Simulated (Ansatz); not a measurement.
The system is V.

```
V
1.0
    -0.07565    2.04813    1.85486
     1.90213    0.02634    1.75288
     1.88239    1.92639    0.04608
V
1
Direct
  0.00000 0.00000 0.00000
```

This isn't the form of V at room conditions, which is bcc.

The cell isn't the ideal one: cell sheared at random, sigma 0.06, atoms nudged by 0.01 Å.

Alike in all runs: program Ansatz 0.2.0; functional PBE; potentials or basis Ansatz PAW; cutoff 420 eV (not typed: the program's choice for these potentials); k mesh 10 × 10 × 10; occupations fermi-dirac, width 0.05 eV.

The same cell was started in several ways:

| start | free energy over the lowest (meV/atom) | net moment (μB) | site or absolute moments (μB) | gap |
| --- | --- | --- | --- | --- |
| collinear spin, ferromagnetic start of up to 1 μB; fixed moment 1 | 135.3 | 1.00 | V +0.78 | - |
| collinear spin, program default start; fixed moment 0 | 0.0 | 0.00 | - | - |
| collinear spin, ferromagnetic start of up to 1.5 μB; fixed moment 1.5 | 335.5 | 1.50 | V +1.19 | - |
| collinear spin, ferromagnetic start of up to 2.5 μB; fixed moment 2.5 | 1024.6 | 2.50 | V +1.97 | - |
| collinear spin, ferromagnetic start of up to 4 μB; fixed moment 4 | 2944.7 | 4.00 | V +3.05 | - |
| collinear spin, ferromagnetic start of up to 2 μB; fixed moment 2 | 630.2 | 2.00 | V +1.58 | - |
| collinear spin, ferromagnetic start of up to 0.5 μB; fixed moment 0.5 | 27.7 | 0.50 | V +0.40 | - |
| collinear spin, ferromagnetic start of up to 3 μB; fixed moment 3 | 1521.1 | 3.00 | V +2.35 | - |

All polarised runs hold their moment fixed, so the table maps the energy against it. A still lower state may exist.

Caveats: the total moment is fixed, so each spin has its own Fermi level.
